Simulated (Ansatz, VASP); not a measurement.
Two plane-wave programs on Al

```
CELL_PARAMETERS angstrom
0.00000 1.99136 2.14072
1.99136 0.00000 2.14072
1.99136 1.99136 0.00000
ATOMIC_POSITIONS crystal
Al 0.00000 0.00000 0.00000
```

Change from the starting cell: strain +0.0750 x Voigt [0, 0, 1, 0, 0, 0], atoms carried along.

Alike in both runs: task single point; functional PBE; dispersion D3(BJ); k mesh 26 × 26 × 26; occupations gaussian, width 0.15 eV; no spin polarisation.

|  | VASP | Ansatz |
| --- | --- | --- |
| version | VASP 6.6.1 | Ansatz 0.2.0 |
| potentials or method | VASP PAW PBE potentials, release 64 (Al) | scalar-relativistic, plane waves, PAW |
| plane-wave cutoff (eV) | 520 | 420 |
| valence electrons in the cell | 3 | 3 |

```csv
,VASP,Ansatz,Ansatz less VASP
gap on the k mesh at the Fermi level (eV),none,none,-
pressure (GPa),-5.0,-5.0,+0.03
largest component of the traceless stress (GPa),2.44,2.45,+0.011
```

A gap of «none» marks a metal or a gap that the smearing closes.

Caveats: pairwise dispersion overbinds metals, which lowers pressure and volume.
